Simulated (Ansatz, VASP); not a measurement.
# In3GaAs4 (random alloy of the zinc-blende GaAs-InAs line, x = 0.75) in two plane-wave programs, part 2 of 2

Wanted: the spread between two codes on one cell, functional and k mesh. Of the first pair: The structure shown is the start of the Ansatz relaxation below; VASP solves that cell, so the two are compared at the walk's first step.

VASP 6.6.1 and Ansatz 0.2.0.

So far: Set-up; Ansatz: relaxation, PBE.

### Step 3. VASP: single point, PBE, start cell, pair 1

Level of this step: PBE; plane waves and PAW (In_d, As, Ga_d) (VASP).

The same cell, functional, mesh and smearing now go to VASP, with its own data sets.

Lines of VASP's logs that name or quote its potential files are left out, and so is its time.

The input, INCAR:

```
SYSTEM = In3GaAs4
PREC = Accurate
ENCUT = 400
EDIFF = 1E-06
NELM = 120
ISMEAR = -1
SIGMA = 0.025
LREAL = Auto
ALGO = Normal
GGA = PE
NBANDS = 336
LORBIT = 11
LWAVE = .FALSE.
LCHARG = .FALSE.
ISIF = 2
LASPH = .TRUE.
GGA_COMPAT = .FALSE.
NCORE = 2
```

The input, POSCAR:

```
In3GaAs4
1.0
   12.1600000000      0.0000000000      0.0000000000
    0.0000000000     12.1600000000      0.0000000000
    0.0000000000      0.0000000000     12.1600000000
In As Ga
24 32 8
Direct
    0.9993092105      0.9999095395      0.9964884868
    0.0008305921      0.2479523026      0.2482565789
    0.2500740132      0.9981578947      0.2508881579
    0.2487664474      0.2500082237      0.9985608553
    0.9994407895      0.9996134868      0.4989473684
    0.9995559211      0.2536677632      0.7460032895
    0.2508305921      0.9986101974      0.7500000000
    0.2469325658      0.2528536184      0.5024095395
    0.9986430921      0.5001398026      0.0016529605
    0.2493092105      0.4997779605      0.2499259868
    0.2488898026      0.7476315789      0.0008634868
    0.0011430921      0.7466611842      0.7496875000
    0.5006332237      0.9996381579      0.0019325658
    0.4981414474      0.2507072368      0.2494983553
    0.7488240132      0.9990378289      0.2494736842
    0.7495476974      0.2491529605      0.9988486842
    0.7482565789      0.0009703947      0.7497039474
    0.5053865132      0.5016036184      0.0029523026
    0.5009868421      0.7500082237      0.2496217105
    0.7492269737      0.7479440789      0.0002138158
    0.5067598684      0.5013486842      0.5025164474
    0.4993996711      0.7485608553      0.7506496711
    0.7522039474      0.5005016447      0.7492516447
    0.7476069079      0.7494407895      0.5005921053
    0.1276973684      0.1220476974      0.1236184211
    0.1235032895      0.3759128289      0.3787664474
    0.3740213816      0.1249671053      0.3769325658
    0.3747368421      0.3754194079      0.1233717105
    0.1230509868      0.1226562500      0.6247532895
    0.1251891447      0.3756085526      0.8772368421
    0.3758881579      0.1244819079      0.8762664474
    0.3744490132      0.3760115132      0.6250822368
    0.1243667763      0.6243832237      0.1248766447
    0.1258388158      0.8753618421      0.3719407895
    0.3755427632      0.6216365132      0.3750822368
    0.3762088816      0.8739309211      0.1263898026
    0.1276069079      0.6206332237      0.6248519737
    0.1248684211      0.8763569079      0.8770476974
    0.3769983553      0.6242434211      0.8755838816
    0.3773108553      0.8721381579      0.6267105263
    0.6211513158      0.1269078947      0.1256332237
    0.6292516447      0.3780180921      0.3757236842
    0.8740789474      0.1235197368      0.3740296053
    0.8734703947      0.3791940789      0.1225822368
    0.6256990132      0.1263075658      0.6270805921
    0.6220970395      0.3748108553      0.8741776316
    0.8766776316      0.1225575658      0.8763898026
    0.8745888158      0.3724588816      0.6215707237
    0.6242927632      0.6261513158      0.1261513158
    0.6216036184      0.8760032895      0.3756990132
    0.8742598684      0.6229440789      0.3765378289
    0.8762417763      0.8754029605      0.1258223684
    0.6217269737      0.6256003289      0.6262664474
    0.6244819079      0.8740213816      0.8768914474
    0.8758470395      0.6263569079      0.8760361842
    0.8760197368      0.8765789474      0.6262500000
    0.0007072368      0.7520970395      0.2489638158
    0.9993667763      0.5001069079      0.4981907895
    0.2493421053      0.4977220395      0.7522532895
    0.2506332237      0.7509292763      0.5003371711
    0.4983223684      0.0007072368      0.4994736842
    0.5012417763      0.2483717105      0.7518174342
    0.7508223684      0.2502138158      0.4976726974
    0.7518421053      0.4995476974      0.2528618421
```

The input, KPOINTS:

```
Automatic mesh
0
Gamma
1 1 1
0 0 0
```

The projector-augmented-wave data sets are In_d, As and Ga_d (PBE family, release 64).

Started as:

```console
mpirun -np 8 vasp_gam
```

Numbers of over 12 decimals in the logs are rounded to 6 here.

The log of the run:

```text
[banner, memory and clock lines left out]
running    8 mpi-ranks, on    1 nodes
[...]
LDA part: xc-table for (Slater+PW92), standard interpolation
 POSCAR, INCAR and KPOINTS ok, starting setup
[...]
entering main loop
       N       E                     dE             d eps       ncg     rms          rms(c)
DAV:   1     0.847544914244E+04    0.84754E+04   -0.21332E+05   696   0.199E+03
DAV:   2     0.190354537574E+04   -0.65719E+04   -0.64095E+04   672   0.590E+02
DAV:   3     0.643296179169E+02   -0.18392E+04   -0.17413E+04   784   0.262E+02
DAV:   4    -0.227995498971E+03   -0.29233E+03   -0.27304E+03   832   0.957E+01
[...]
DAV:  15    -0.244504438510E+03   -0.12374E-04   -0.42725E-05   920   0.300E-02    0.175E-02
DAV:  16    -0.244504441116E+03   -0.26061E-05   -0.23915E-05   728   0.155E-02    0.854E-03
DAV:  17    -0.244504440555E+03    0.56146E-06   -0.26446E-06   480   0.834E-03
   1 F= -.24450444E+03 E0= -.24445761E+03  d E =-.936627E-01
```

OUTCAR, selected parts (step 3):

```text
  Total       14.5942114     14.4186824     14.2943324     -1.4747144      0.0969832      0.1581545
  in kB       13.0044051     12.8479972     12.7371932     -1.3140678      0.0864184      0.1409261
  external PRESSURE =      12.8631985 kB  Pullay stress =       0.0000000 kB

 POSITION                                       TOTAL-FORCE (eV/Angst)
 -----------------------------------------------------------------------------------
     12.15160     12.15890     12.11730         0.129365     -0.069238      0.466819
      0.01010      3.01510      3.01880        -0.048440      0.224982     -0.049234
      3.04090     12.13760      3.05080         0.280094      0.157478     -0.121475
      3.02500      3.04010     12.14250         0.201666     -0.062958      0.090453
     12.15320     12.15530      6.06720         0.017153     -0.109910     -0.102652
     12.15460      3.08460      9.07140         0.107936     -0.321056      0.384681
      3.05010     12.14310      9.12000         0.054023      0.059150     -0.029428
      3.00270      3.07470      6.10930         0.206805     -0.287961      0.033462
     12.14350      6.08170      0.02010         0.158948      0.150418     -0.218945
      3.03160      6.07730      3.03910        -0.017410     -0.113212      0.060671
      3.02650      9.09120      0.01050         0.201598      0.173339     -0.104052
      0.01390      9.07940      9.11620         0.186821      0.233160     -0.113893
      6.08770     12.15560      0.02350        -0.098990     -0.059540     -0.110019
      6.05740      3.04860      3.03390         0.030378      0.201802      0.318249
[...]
-----------------------------------------------------------------------------------
    total drift:                               -0.018478     -0.017888     -0.092276

  FREE ENERGIE OF THE ION-ELECTRON SYSTEM (eV)
  ---------------------------------------------------
  free  energy   TOTEN  =      -244.5044405549 eV

  energy  without entropy=     -244.4107778747  energy(sigma->0) =     -244.45760921

[... 2 further parts left out ...]
```

The run ends at a pressure of 1.29 GPa, with forces up to 1.3 eV/Å.

### Step 4. Differences

Known differences besides the potentials themselves: the data sets hold 896 valence electrons in Ansatz (on its default PAW (the set named soft_2) files) and 576 in VASP; the cutoff is 420 eV in Ansatz and 400 eV in VASP (PREC = Accurate, projectors in real space). Total energies have different zeros and are not compared.

Forces on 10 of the 64 atoms, those with the largest forces and the largest differences (eV/Å; atoms numbered as in POSCAR):

```
atom         Ansatz x, y, z           VASP x, y, z
As28   -0.041, 0.052, 0.050   -0.039, 0.049, 0.068
As31   0.449, 0.465, -0.604   0.438, 0.469, -0.616
As32   0.219, -0.028, 1.126   0.227, -0.041, 1.124
As34  -0.198, -1.183, 0.391  -0.197, -1.183, 0.393
As40  -0.244, 0.279, -1.219  -0.240, 0.276, -1.215
As44  -0.547, -0.036, 0.887  -0.547, -0.040, 0.887
As45  -0.649, 0.553, -0.794  -0.650, 0.552, -0.802
As48  -0.148, 0.349, -0.983  -0.152, 0.355, -0.979
As49   0.889, -0.568, 0.744   0.895, -0.578, 0.736
As52   0.371, -0.595, 0.359   0.355, -0.598, 0.349
```

The forces differ by 4.3 meV/Å r.m.s., which is 1.2 % of the r.m.s. force of 0.358 eV/Å (both taken over all components).

### Step 5. Ansatz: relaxation, PBE

This run makes the geometry at which the two programs are then compared. The cell compared in this pair holds 1824.11 Å³, against 1798.05 Å³ for the pair before.

The structure compared here is the end of the Ansatz relaxation.

This is the run of step 2 again, met here at its other cell.

### Step 6. VASP: single point, PBE, relaxed cell, pair 2

The same cell, functional, mesh and smearing now go to VASP, with its own data sets.

INCAR: that of step 3 with these lines changed.

```diff
@@ -2,3 +2,3 @@
 PREC = Accurate
-ENCUT = 400
+ENCUT = 500
 EDIFF = 1E-06
```

The input, POSCAR:

```
In3GaAs4
1.0
   12.1740830000     -0.0683560000      0.0001240000
   -0.0683560000     12.1906140000      0.0042160000
    0.0001240000      0.0042160000     12.2914380000
In As Ga
24 32 8
Direct
    0.0000800000      0.9982100000      0.0028800000
    0.9961200000      0.2533900000      0.2528700000
    0.2497100000      0.9958800000      0.2534100000
    0.2518900000      0.2522600000      0.9953300000
    0.9996600000      0.9966600000      0.4966600000
    0.9990500000      0.2545000000      0.7456000000
    0.2544800000      0.9988100000      0.7447700000
    0.2524100000      0.2515400000      0.5032800000
    0.0001900000      0.5015400000      0.0003200000
    0.2465600000      0.5033000000      0.2538000000
    0.2484300000      0.7474600000      0.9981500000
    0.0047700000      0.7449800000      0.7446400000
    0.5003800000      0.0012500000      0.9955900000
    0.5034800000      0.2501900000      0.2544400000
    0.7504000000      0.9993100000      0.2540800000
    0.7480500000      0.2517100000      0.9981600000
    0.7452800000      0.0049200000      0.7454300000
    0.4999400000      0.4981100000      0.9979200000
    0.5007100000      0.7496100000      0.2531800000
    0.7518900000      0.7474900000      0.0051900000
    0.5005300000      0.4974400000      0.5010000000
    0.4953800000      0.7508300000      0.7456600000
    0.7509200000      0.4954800000      0.7448100000
    0.7525800000      0.7481500000      0.4947500000
    0.1258700000      0.1276000000      0.1287100000
    0.1200500000      0.3795800000      0.3843200000
    0.3797400000      0.1199200000      0.3833000000
    0.3739400000      0.3756900000      0.1307700000
    0.1236800000      0.1234800000      0.6256200000
    0.1300400000      0.3833300000      0.8687900000
    0.3821000000      0.1314400000      0.8667200000
    0.3758100000      0.3754600000      0.6377000000
    0.1185300000      0.6311200000      0.1329800000
    0.1239500000      0.8601000000      0.3773800000
    0.3701700000      0.6295100000      0.3843700000
    0.3760000000      0.8738300000      0.1245200000
    0.1315400000      0.6169100000      0.6178300000
    0.1257300000      0.8754900000      0.8740500000
    0.3678600000      0.6183100000      0.8688900000
    0.3738400000      0.8742800000      0.6110500000
    0.6254800000      0.1237700000      0.1270400000
    0.6374300000      0.3771300000      0.3770300000
    0.8681700000      0.1310200000      0.3846000000
    0.8682000000      0.3812500000      0.1305900000
    0.6180200000      0.1337800000      0.6176100000
    0.6184200000      0.3680200000      0.8671200000
    0.8756500000      0.1259300000      0.8759500000
    0.8755500000      0.3760200000      0.6111400000
    0.6300400000      0.6165600000      0.1354100000
    0.6185500000      0.8818100000      0.3849200000
    0.8817400000      0.6184700000      0.3711000000
    0.8819400000      0.8679700000      0.1380600000
    0.6259600000      0.6259100000      0.6255900000
    0.6258100000      0.8724600000      0.8756500000
    0.8741800000      0.6238900000      0.8740300000
    0.8741100000      0.8738200000      0.6267600000
    0.0004900000      0.7454400000      0.2545400000
    0.0008200000      0.5013200000      0.4974000000
    0.2500000000      0.5000200000      0.7450800000
    0.2479200000      0.7468100000      0.4993900000
    0.4991200000      0.0029200000      0.5015000000
    0.5002700000      0.2500500000      0.7440100000
    0.7480100000      0.2531100000      0.4991600000
    0.7541300000      0.4996600000      0.2532300000
```

KPOINTS is that of step 3.

Started as:

```console
mpirun -np 8 vasp_gam
```

The log of the run:

```text
[... set-up lines as in an earlier step ...]
 entering main loop
       N       E                     dE             d eps       ncg     rms          rms(c)
DAV:   1     0.921809637404E+04    0.92181E+04   -0.24025E+05   712   0.226E+03
DAV:   2     0.219101831483E+04   -0.70271E+04   -0.68428E+04   672   0.670E+02
DAV:   3     0.127495199135E+03   -0.20635E+04   -0.19552E+04   792   0.284E+02
DAV:   4    -0.218850876519E+03   -0.34635E+03   -0.31946E+03   800   0.107E+02
[...]
DAV:  16    -0.246340028993E+03   -0.20294E-05   -0.15013E-05   568   0.157E-02    0.652E-03
DAV:  17    -0.246340030314E+03   -0.13206E-05   -0.46975E-06   496   0.113E-02    0.270E-03
DAV:  18    -0.246340030781E+03   -0.46781E-06   -0.27932E-06   456   0.642E-03
   1 F= -.24634003E+03 E0= -.24631558E+03  d E =-.488951E-01
```

OUTCAR, selected parts (step 6):

```text
  Total        0.8636223      0.8635845      0.8393442     -0.1768284      0.0578417     -0.0749312
  in kB        0.7585489      0.7585158      0.7372247     -0.1553144      0.0508044     -0.0658147
  external PRESSURE =       0.7514298 kB  Pullay stress =       0.0000000 kB

 POSITION                                       TOTAL-FORCE (eV/Angst)
 -----------------------------------------------------------------------------------
     -0.06726     12.16880      0.03961        -0.004099     -0.002442      0.006085
     12.10956      3.02196      3.10933         0.001037     -0.004291     -0.001886
      2.97195     12.12439      3.11900        -0.013747      0.007026      0.009167
      3.04941      3.06218     12.23513        -0.003262      0.003608      0.005671
     12.10188     12.08366      6.10899        -0.008052     -0.003296     -0.010229
     12.14521      3.03736      9.16569        -0.004303      0.004893     -0.002522
      3.02988     12.16185      9.15854        -0.001936     -0.000199      0.004192
      3.05573      3.05130      6.18713        -0.008905      0.004463     -0.003227
     -0.03197      6.11407      0.00605        -0.006807      0.001227      0.001301
      2.96727      6.11975      3.12172         0.004694      0.003495     -0.008147
      2.97344      9.09922     12.27188        -0.002858     -0.002551     -0.002167
      0.00724      9.08458      9.15584        -0.000890      0.000713     -0.000803
      6.09171     -0.01477     12.23730        -0.001668      0.015396     -0.007092
      6.11234      3.01663      3.12855        -0.003121      0.012810      0.002066
[...]
-----------------------------------------------------------------------------------
    total drift:                               -0.004226      0.000600     -0.005661

  FREE ENERGIE OF THE ION-ELECTRON SYSTEM (eV)
  ---------------------------------------------------
  free  energy   TOTEN  =      -246.3400307813 eV

  energy  without entropy=     -246.2911356524  energy(sigma->0) =     -246.31558322

[... 1 part as in an earlier step ...]

[... 1 further part left out ...]
```

The run ends at a pressure of 0.08 GPa, with forces up to 0.021 eV/Å.

### Step 7. Comparison

What differs besides the data sets and the points named for the pairs above, as far as they apply: the data sets hold 896 valence electrons in Ansatz (on its default PAW (the set named soft_2) files) and 576 in VASP; the cutoff is 420 eV in Ansatz and 500 eV in VASP (PREC = Accurate, projectors in real space). Total energies have different zeros and are not compared.

The two programs side by side:

```
              quantity  Ansatz   VASP  difference
        pressure (GPa)    0.01   0.08       -0.07
gap on the k mesh (eV)   0.094  0.094       0.000
```

The largest component of a force difference here is 9 meV/Å. A gap on the mesh is an upper bound, since the band edges may lie between its points.

### Step 8. Summary of results

```yaml
r_m_s_force_difference_single_point_pbe_start_cell_pair_1: 1.2 % of the r.m.s. force
difference_in_gap_on_the_k_mesh_single_point_pbe_relaxed_cell_pair_2: 1.0e-5 eV
```

What this shows: The r.m.s. force difference is 1.2 % of the r.m.s. force (single point, PBE, start cell, pair 1), within the 3 % picked in this series as the mark of a large difference. The data sets hold unlike numbers of valence electrons (896 in Ansatz and 576 in VASP), so part of the differences may come from the potentials. How closely two codes agree says nothing of how well the functional describes the real material.

[Lines on the potential files, build, host, timing and source positions are cut from VASP's logs without a mark.]

[Logs are printed without paths, hosts, clocks, repeated set-up lines and the standing remarks that a program may print on its own settings, such as how far it seeks lower states.]

[Hosts, paths, dates, database ids (printed as entryN), source tags and the programs' standing remarks are cut or masked in the printed files.]
